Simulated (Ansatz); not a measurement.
Ag under pressure

Theory: Ansatz 0.2.0, DFT PBE, scalar-relativistic, plane waves, PAW. Cutoff 420 eV, 18×18×10 k-points (Γ-centred), Fermi-Dirac smearing of 0.15 eV. No spin polarisation. Phonons by linear response, acoustic sum rule imposed.

Relaxed structure:
Space group P6_3/mmc (No. 194). a = 2.931 Å, b = 2.931 Å, c = 4.809 Å, α = 90.00°, β = 90.00°, γ = 120.00°
| atom | site | symmetry | x | y | z |
| --- | --- | --- | --- | --- | --- |
| Ag | 2c | -6m2 | 0.3333 | 0.6667 | 0.2500 |

In a metal, frequencies and elastic constants depend on the k mesh and the smearing, soft modes and shear constants most.

Task: The cell is relaxed again at 7 and 18 and 35 GPa. How do volume, gap and optical modes at Γ (cm⁻¹, counted from the lowest optical one; a degenerate one stands once) change?

Result:
|  | 0 GPa | 7 GPa | 18 GPa | 35 GPa |
| --- | --- | --- | --- | --- |
| V/V0 | 1.000 | 0.938 | 0.874 | 0.809 |
| gap (eV) | 0.00 | 0.00 | 0.00 | 0.00 |
| mode 1 | 64 | 74 | 84 | 97 |
| mode 3 | 156 | 185 | 219 | 259 |

This form isn't the element's structure at ambient conditions.

Cost: 4 runs of about 3.1 core-minutes in all, on Intel Xeon 6975P-C (Granite Rapids) (shared hosts).